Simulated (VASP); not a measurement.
# InP (F-43m) in VASP: notebook, part 2 of 2

VASP 6.6.1. Earlier steps stand in the parts before.

### Step 3. Single point, PBEsol, spin-orbit coupling, no magnetisation

INCAR reads:

```
  PREC = Accurate
  ENCUT = 500
  EDIFF = 1E-7
  ISMEAR = 0
  SIGMA = 0.02
  LREAL = False
  LASPH = True
  NELM = 100
  ALGO = Normal
  ISIF = 2
  LWAVE = False
  LCHARG = False
  MAGMOM = 0 0 0 0 0 0
  LORBIT = 11
  LSORBIT = True
  GGA_COMPAT = False
  GGA = PS
  NBANDS = 34
```

KPOINTS reads:

```
Automatic mesh
0
Gamma
  4 4 4
```

POSCAR reads:

```
InP
1.0
    0.0000000000      2.9305000000      2.9305000000
    2.9305000000      0.0000000000      2.9305000000
    2.9305000000      2.9305000000      0.0000000000
In P
1 1
Direct
    0.0000000000      0.0000000000      0.0000000000
    0.7500000000      0.7500000000      0.7500000000
```

Potentials or basis: VASP PAW PBE potentials, release 64 (In_d, P).

Started as:

```
cat potpaw_PBE.64/In_d/POTCAR potpaw_PBE.64/P/POTCAR > POTCAR
mpirun -np 1 vasp_ncl > vasp.out
```

OUTCAR:

```text
PREC = Accurate
   ENCUT = 500
   EDIFF = 1E-7
   ISMEAR = 0
   LREAL = False
   LASPH = True
   NELM = 100
   ISIF = 2
   LORBIT = 11
   LSORBIT = True
   GGA = PS

 Found     10 irreducible k-points:

 Following reciprocal coordinates:
            Coordinates               Weight
  0.000000  0.000000  0.000000      1.000000
  0.250000  0.000000  0.000000      4.000000
 -0.250000  0.000000  0.000000      4.000000
  0.500000  0.000000  0.000000      4.000000
  0.250000  0.250000  0.000000      6.000000
  0.500000  0.250000  0.000000     12.000000
   k-points           NKPTS =     10   k-points in BZ     NKDIM =     10   number of bands    NBANDS=     34
   number of dos      NEDOS =    301   number of ions     NIONS =      2
   total plane-waves  NPLWV =  27000
   dimension x,y,z NGX =    30 NGY =   30 NGZ =   30
   dimension x,y,z NGXF=    60 NGYF=   60 NGZF=   60
   ions per type =               1   1
   NGX,Y,Z   is equivalent  to a cutoff of  12.03, 12.03, 12.03 a.u.
   NGXF,Y,Z  is equivalent  to a cutoff of  24.07, 24.07, 24.07 a.u.
 SYSTEM =  unknown system
   PREC   = accura    normal or accurate (medium, high low for compatibility)
   ISTART =      0    job   : 0-new  1-cont  2-samecut
   ICHARG =      2    charge: 1-file 2-atom 10-const
   ISPIN  =      1    spin polarized calculation?
   LNONCOLLINEAR =      T non collinear calculations
   LSORBIT =      T    spin-orbit coupling
   LASPH  =      T    aspherical Exc in radial PAW
   ENCUT  =  500.0 eV  36.75 Ry    6.06 a.u.   7.56  7.56  7.56*2*pi/ulx,y,z
   NELM   =    100;   NELMIN=  2; NELMDL= -5     # of ELM steps
   EDIFF  = 0.1E-06   stopping-criterion for ELM
   LREAL  =      F    real-space projection
   EDIFFG = 0.1E-05   stopping-criterion for IOM
   NSW    =      0    number of steps for IOM
   IBRION =     -1    ionic relax: 0-MD 1-quasi-New 2-CG
   NFREE  =      0    steps in history (QN), initial steepest desc. (CG)
   ISIF   =      2    stress and relaxation
   ISYM   =      2    0-nonsym 1-usesym 2-fastsym
   POTIM  = 0.5000    time-step for ionic-motion
   TEBEG  =    0.0;   TEEND  =   0.0 temperature during run
   PSTRESS=    0.0 pullay stress
   NELECT =      18.0000    total number of electrons
   NUPDOWN=      -1.0000    fix difference up-down
[... 271 lines left out ...]
 -----------------------------------------------------------------------------------
    total drift:                               -0.000000     -0.000000     -0.000000

  FREE ENERGIE OF THE ION-ELECTRON SYSTEM (eV)
  ---------------------------------------------------
  free  energy   TOTEN  =        -9.0745077229 eV

  energy  without entropy=       -9.0745077229  energy(sigma->0) =       -9.07450772

 Spin-Orbit-Coupling matrix elements

 Ion:    1  E_soc:     -0.0733388
 l=   1
     0.0000000    -0.0056623    -0.0056623
    -0.0056623     0.0000000    -0.0056623
    -0.0056623    -0.0056623     0.0000000
 l=   2
     0.0000000    -0.0013517     0.0000000    -0.0013517    -0.0052092
    -0.0013517     0.0000000    -0.0039069    -0.0013517    -0.0013023
     0.0000000    -0.0039069     0.0000000    -0.0039069     0.0000000
    -0.0013517    -0.0013517    -0.0039069     0.0000000    -0.0013023
    -0.0052092    -0.0013023     0.0000000    -0.0013023     0.0000000
 l=   3
     0.0000000     0.0000000     0.0000000     0.0000000     0.0000000     0.0000000     0.0000000
     0.0000000     0.0000000     0.0000000     0.0000000     0.0000000     0.0000000     0.0000000
     0.0000000     0.0000000     0.0000000     0.0000000     0.0000000     0.0000000     0.0000000
     0.0000000     0.0000000     0.0000000     0.0000000     0.0000000     0.0000000     0.0000000
     0.0000000     0.0000000     0.0000000     0.0000000     0.0000000     0.0000000     0.0000000
     0.0000000     0.0000000     0.0000000     0.0000000     0.0000000     0.0000000     0.0000000
     0.0000000     0.0000000     0.0000000     0.0000000     0.0000000     0.0000000     0.0000000

 Ion:    2  E_soc:     -0.0009658
 l=   1
     0.0000000    -0.0001610    -0.0001610
    -0.0001610     0.0000000    -0.0001610
    -0.0001610    -0.0001610     0.0000000
 l=   2
     0.0000000     0.0000000     0.0000000     0.0000000     0.0000000
     0.0000000     0.0000000     0.0000000     0.0000000     0.0000000
     0.0000000     0.0000000     0.0000000     0.0000000     0.0000000
     0.0000000     0.0000000     0.0000000     0.0000000     0.0000000
     0.0000000     0.0000000     0.0000000     0.0000000     0.0000000
 l=   3
     0.0000000     0.0000000     0.0000000     0.0000000     0.0000000     0.0000000     0.0000000
     0.0000000     0.0000000     0.0000000     0.0000000     0.0000000     0.0000000     0.0000000
     0.0000000     0.0000000     0.0000000     0.0000000     0.0000000     0.0000000     0.0000000
     0.0000000     0.0000000     0.0000000     0.0000000     0.0000000     0.0000000     0.0000000
     0.0000000     0.0000000     0.0000000     0.0000000     0.0000000     0.0000000     0.0000000
     0.0000000     0.0000000     0.0000000     0.0000000     0.0000000     0.0000000     0.0000000
     0.0000000     0.0000000     0.0000000     0.0000000     0.0000000     0.0000000     0.0000000

 total charge

# of ion       s       p       d       tot
------------------------------------------
    1        0.818   0.783   9.903  11.503
    2        1.016   1.498   0.000   2.514
--------------------------------------------------
tot          1.833   2.281   9.903  14.017

 magnetization (x)

# of ion       s       p       d       tot
------------------------------------------
    1       -0.000   0.000  -0.000   0.000
    2        0.000   0.000   0.000   0.000
--------------------------------------------------
tot          0.000   0.000  -0.000   0.000

 magnetization (y)

# of ion       s       p       d       tot
------------------------------------------
    1       -0.000   0.000  -0.000  -0.000
    2        0.000   0.000   0.000   0.000
--------------------------------------------------
tot          0.000   0.000  -0.000   0.000

 magnetization (z)

# of ion       s       p       d       tot
------------------------------------------
    1       -0.000  -0.000   0.000  -0.000
    2        0.000   0.000   0.000   0.000
--------------------------------------------------
tot          0.000   0.000   0.000   0.000
```

OSZICAR:

```text
N       E                     dE             d eps       ncg     rms          rms(c)
DAV:   1     0.160129562556E+03    0.16013E+03   -0.74847E+03   704   0.117E+03
DAV:   2     0.105660764530E+02   -0.14956E+03   -0.14045E+03   696   0.335E+02
DAV:   3    -0.860312865309E+01   -0.19169E+02   -0.18792E+02   798   0.119E+02
DAV:   4    -0.946964298322E+01   -0.86651E+00   -0.86390E+00   844   0.256E+01
DAV:   5    -0.951262347555E+01   -0.42980E-01   -0.42972E-01  1032   0.555E+00    0.559E+00
DAV:   6    -0.911145677428E+01    0.40117E+00   -0.42435E-01   982   0.131E+01    0.319E+00
DAV:   7    -0.907713902145E+01    0.34318E-01   -0.20010E-01  1070   0.350E+00    0.123E+00
DAV:   8    -0.907421735012E+01    0.29217E-02   -0.16871E-02  1050   0.161E+00    0.747E-01
DAV:   9    -0.907437581289E+01   -0.15846E-03   -0.17158E-03   774   0.246E-01    0.184E-01
DAV:  10    -0.907444333886E+01   -0.67526E-04   -0.58077E-04   992   0.438E-01    0.109E-01
DAV:  11    -0.907449916092E+01   -0.55822E-04   -0.12430E-04   894   0.130E-01    0.345E-02
DAV:  12    -0.907450764636E+01   -0.84854E-05   -0.27815E-05   890   0.424E-02    0.212E-02
DAV:  13    -0.907450771679E+01   -0.70433E-07   -0.17846E-06   796   0.109E-02    0.943E-03
DAV:  14    -0.907450772289E+01   -0.61009E-08   -0.32030E-07   870   0.317E-03
   1 F= -.90745077E+01 E0= -.90745077E+01  d E =-.459646E-33  mag=    -0.0000     0.0000    -0.0000
```

Wall time 53 s (1 thread of AMD EPYC 7R43 (Zen 3), shared host); peak memory 0.23 GiB.

The run converged, but some of its settings lie outside the range that counts as converged, so its numbers aren't taken as properties of the crystal.

Results:

```yaml
Free_energy: -9.0745 eV
Pressure: 0.7 GPa
Valence_electrons_inside_the_program's_atomic_spheres: In 11.50; P 2.51
```

Caveat: the k mesh is coarse (spacing up to 0.46 Å⁻¹), so the values aren't converged; the PAW data sets were made with another functional, which shifts forces and pressure a little.

### Step 4. Single point, PBEsol, spin-orbit coupling, no magnetisation

Edit INCAR of step 3 so:

```diff
@@ -1,3 +1,3 @@
   PREC = Accurate
-  ENCUT = 500
+  ENCUT = 250
   EDIFF = 1E-7
```

KPOINTS reads:

```
Automatic mesh
0
Gamma
  6 6 6
```

POSCAR is that of step 3.

Potentials or basis: VASP PAW PBE potentials, release 64 (In_d, P).

Started as:

```
cat potpaw_PBE.64/In_d/POTCAR potpaw_PBE.64/P/POTCAR > POTCAR
mpirun -np 1 vasp_ncl > vasp.out
```

OUTCAR:

```text
PREC = Accurate
   ENCUT = 250
   EDIFF = 1E-7
   ISMEAR = 0
   LREAL = False
   LASPH = True
   NELM = 100
   ISIF = 2
   LORBIT = 11
   LSORBIT = True
   GGA = PS

 Found     22 irreducible k-points:

 Following reciprocal coordinates:
            Coordinates               Weight
  0.000000  0.000000  0.000000      1.000000
  0.166667  0.000000  0.000000      4.000000
 -0.166667  0.000000  0.000000      4.000000
  0.333333  0.000000  0.000000      4.000000
 -0.333333  0.000000  0.000000      4.000000
  0.500000  0.000000  0.000000      4.000000
   k-points           NKPTS =     22   k-points in BZ     NKDIM =     22   number of bands    NBANDS=     34
   number of dos      NEDOS =    301   number of ions     NIONS =      2
   total plane-waves  NPLWV =  13824
   dimension x,y,z NGX =    24 NGY =   24 NGZ =   24
   dimension x,y,z NGXF=    48 NGYF=   48 NGZF=   48
   ions per type =               1   1
   NGX,Y,Z   is equivalent  to a cutoff of   9.63,  9.63,  9.63 a.u.
   NGXF,Y,Z  is equivalent  to a cutoff of  19.25, 19.25, 19.25 a.u.
 SYSTEM =  unknown system
   PREC   = accura    normal or accurate (medium, high low for compatibility)
   ISTART =      0    job   : 0-new  1-cont  2-samecut
   ICHARG =      2    charge: 1-file 2-atom 10-const
   ISPIN  =      1    spin polarized calculation?
   LNONCOLLINEAR =      T non collinear calculations
   LSORBIT =      T    spin-orbit coupling
   LASPH  =      T    aspherical Exc in radial PAW
   ENCUT  =  250.0 eV  18.37 Ry    4.29 a.u.   5.34  5.34  5.34*2*pi/ulx,y,z
   NELM   =    100;   NELMIN=  2; NELMDL= -5     # of ELM steps
   EDIFF  = 0.1E-06   stopping-criterion for ELM
   LREAL  =      F    real-space projection
   EDIFFG = 0.1E-05   stopping-criterion for IOM
   NSW    =      0    number of steps for IOM
   IBRION =     -1    ionic relax: 0-MD 1-quasi-New 2-CG
   NFREE  =      0    steps in history (QN), initial steepest desc. (CG)
   ISIF   =      2    stress and relaxation
   ISYM   =      2    0-nonsym 1-usesym 2-fastsym
   POTIM  = 0.5000    time-step for ionic-motion
   TEBEG  =    0.0;   TEEND  =   0.0 temperature during run
   PSTRESS=    0.0 pullay stress
   NELECT =      18.0000    total number of electrons
   NUPDOWN=      -1.0000    fix difference up-down
   EMIN   =  10.00;   EMAX   =-10.00  energy-range for DOS
   EFERMI =   0.00;   METHOD = LEGACY
   ISMEAR =     0;   SIGMA  =   0.02  broadening in eV -4-tet -1-fermi 0-gaus
   EFERMI_NEDOS =   21; number of points for ismear=-14 and -15
   IALGO  =     38    algorithm
   IMIX   =      4    mixing-type and parameters
     AMIX     =   0.40;   BMIX     =  1.00
     AMIX_MAG =   1.60;   BMIX_MAG =  1.00
  volume/ion in A,a.u.               =      25.17       169.83
  Fermi-wavevector in a.u.,A,eV,Ry     =   1.162021  2.195901 18.371846  1.350293
  Thomas-Fermi vector in A             =   2.298587
   LORBIT       =     11    0 simple, 1 ext, 2 COOP (PROOUT), +10 PAW based schemes
   GGA     = PS    functional components
   LHFCALC =     F    Hartree Fock is set to
   AEXX    =    0.0000 exact exchange contribution
   IVDW    =     0    specifies the selected vdW correction
   LEPSILON=     F    determine dielectric tensor
   LRPA    =     F    only Hartree local field effects (RPA)
 Gauss-broadening in eV      SIGMA  =   0.02
  energy-cutoff  :      250.00
  volume of cell :       50.33
 maximum number of plane-waves:       928
 NGX is ok and might be reduce to    24
   NGX = 11   NGY = 11   NGZ = 11

 number of electron      18.0000000 magnetization       0.0000000      0.0000000      0.0000000

 number of electron      18.0000024 magnetization       0.0000000     -0.0000000      0.0000000

 number of electron      18.0000024 magnetization      -0.0000000      0.0000000     -0.0000000

 Free energy of the ion-electron system (eV)
  ---------------------------------------------------
  ext. energy  EPLUGINS =         0.00000000
  ---------------------------------------------------
  free energy    TOTEN  =        -9.17155823 eV

  energy without entropy =       -9.17155823  energy(sigma->0) =       -9.17155823

 E-fermi :   5.2333     XC(G=0):  -9.4775

 val. band max:        5.1311456407   @ k =   0.0000   0.0000   0.0000
 cond. band min:       5.7082224167   @ k =   0.0000   0.0000   0.0000
 fundamental gap:      0.5770767760
 Fermi energy:         5.2332964328

 k-point     1 :       0.0000    0.0000    0.0000
  band No.  band energies     occupation
      1      -9.4759      1.00000
      2      -9.4759      1.00000
      3      -9.4759      1.00000
      4      -9.4759      1.00000
      5      -8.6984      1.00000
      6      -8.6984      1.00000
[... 187 lines left out ...]
     29      15.6992      0.00000
     30      15.6992      0.00000

 [... further k-points ...]

 [bands above 30 left out]

------------------------ aborting loop because EDIFF is reached ----------------------------------------

  FORCE on cell =-STRESS in cart. coord.  units (eV):
  Direction    XX          YY          ZZ          XY          YZ          ZX
  --------------------------------------------------------------------------------------
  -------------------------------------------------------------------------------------
  Total        0.0627573      0.0627573      0.0627573      0.0000000     -0.0000000      0.0000000
  in kB        1.9976514      1.9976514      1.9976514      0.0000000     -0.0000000      0.0000000
  external PRESSURE =       1.9976514 kB  Pullay stress =       0.0000000 kB

 VOLUME and BASIS-vectors are now :
 -----------------------------------------------------------------------------
  energy-cutoff  :      250.00
  volume of cell :       50.33
      direct lattice vectors                 reciprocal lattice vectors
     0.000000000  2.930500000  2.930500000    -0.170619348  0.170619348  0.170619348
     2.930500000  0.000000000  2.930500000     0.170619348 -0.170619348  0.170619348
     2.930500000  2.930500000  0.000000000     0.170619348  0.170619348 -0.170619348

 POSITION                                       TOTAL-FORCE (eV/Angst)
 -----------------------------------------------------------------------------------
      0.00000      0.00000      0.00000         0.000000      0.000000      0.000000
      4.39575      4.39575      4.39575        -0.000000     -0.000000     -0.000000
 -----------------------------------------------------------------------------------
    total drift:                               -0.000002     -0.000002     -0.000002

  FREE ENERGIE OF THE ION-ELECTRON SYSTEM (eV)
  ---------------------------------------------------
  free  energy   TOTEN  =        -9.1715582250 eV

  energy  without entropy=       -9.1715582250  energy(sigma->0) =       -9.17155823

 Spin-Orbit-Coupling matrix elements

 Ion:    1  E_soc:     -0.0713214
 l=   1
     0.0000000    -0.0055331    -0.0055331
    -0.0055331     0.0000000    -0.0055331
    -0.0055331    -0.0055331     0.0000000
 l=   2
     0.0000000    -0.0013037     0.0000000    -0.0013037    -0.0050501
    -0.0013037     0.0000000    -0.0037876    -0.0013037    -0.0012625
     0.0000000    -0.0037876     0.0000000    -0.0037876     0.0000000
    -0.0013037    -0.0013037    -0.0037876     0.0000000    -0.0012625
    -0.0050501    -0.0012625     0.0000000    -0.0012625     0.0000000
 l=   3
     0.0000000     0.0000000     0.0000000     0.0000000     0.0000000     0.0000000     0.0000000
     0.0000000     0.0000000     0.0000000     0.0000000     0.0000000     0.0000000     0.0000000
     0.0000000     0.0000000     0.0000000     0.0000000     0.0000000     0.0000000     0.0000000
     0.0000000     0.0000000     0.0000000     0.0000000     0.0000000     0.0000000     0.0000000
     0.0000000     0.0000000     0.0000000     0.0000000     0.0000000     0.0000000     0.0000000
     0.0000000     0.0000000     0.0000000     0.0000000     0.0000000     0.0000000     0.0000000
     0.0000000     0.0000000     0.0000000     0.0000000     0.0000000     0.0000000     0.0000000

 Ion:    2  E_soc:     -0.0010764
 l=   1
     0.0000000    -0.0001794    -0.0001794
    -0.0001794     0.0000000    -0.0001794
    -0.0001794    -0.0001794     0.0000000
 l=   2
     0.0000000     0.0000000     0.0000000     0.0000000     0.0000000
     0.0000000     0.0000000     0.0000000     0.0000000     0.0000000
     0.0000000     0.0000000     0.0000000     0.0000000     0.0000000
     0.0000000     0.0000000     0.0000000     0.0000000     0.0000000
     0.0000000     0.0000000     0.0000000     0.0000000     0.0000000
 l=   3
     0.0000000     0.0000000     0.0000000     0.0000000     0.0000000     0.0000000     0.0000000
     0.0000000     0.0000000     0.0000000     0.0000000     0.0000000     0.0000000     0.0000000
     0.0000000     0.0000000     0.0000000     0.0000000     0.0000000     0.0000000     0.0000000
     0.0000000     0.0000000     0.0000000     0.0000000     0.0000000     0.0000000     0.0000000
     0.0000000     0.0000000     0.0000000     0.0000000     0.0000000     0.0000000     0.0000000
     0.0000000     0.0000000     0.0000000     0.0000000     0.0000000     0.0000000     0.0000000
     0.0000000     0.0000000     0.0000000     0.0000000     0.0000000     0.0000000     0.0000000

 total charge

# of ion       s       p       d       tot
------------------------------------------
    1        0.829   0.777   9.891  11.496
    2        1.028   1.496   0.000   2.524
--------------------------------------------------
tot          1.857   2.272   9.891  14.019

 magnetization (x)

# of ion       s       p       d       tot
------------------------------------------
    1       -0.000   0.000   0.000  -0.000
    2       -0.000   0.000   0.000  -0.000
--------------------------------------------------
tot         -0.000   0.000   0.000  -0.000

 magnetization (y)

# of ion       s       p       d       tot
------------------------------------------
    1        0.000   0.000   0.000   0.000
    2        0.000   0.000   0.000   0.000
--------------------------------------------------
tot          0.000   0.000   0.000   0.000

 magnetization (z)

# of ion       s       p       d       tot
------------------------------------------
    1       -0.000   0.000   0.000   0.000
    2       -0.000   0.000   0.000  -0.000
--------------------------------------------------
tot         -0.000   0.000   0.000   0.000
```

It took 51 s on 1 thread of AMD EPYC 7R43 (Zen 3), shared host; peak memory 0.16 GiB.

The run converged, but a check on its numbers failed (symmetry, net force, bounds or a known fault of this set-up), so they aren't taken as properties of the crystal.

Caveat: the cutoff lies under the usual one of these potentials, so the numbers hold a large basis-set error; the PAW data sets were made with another functional, which shifts forces and pressure a little.

### Step 5. The reference run

An earlier run on the cell as given: functional PBEsol; potentials or basis VASP PAW PBE potentials, release 64 (In_d, P); cutoff 520 eV; k mesh 8 × 8 × 8; occupations fermi-dirac, width 0.05 eV; no spin polarisation.

- Pressure: 0.6 GPa
- Band gap on the k mesh: 0.61 eV, direct
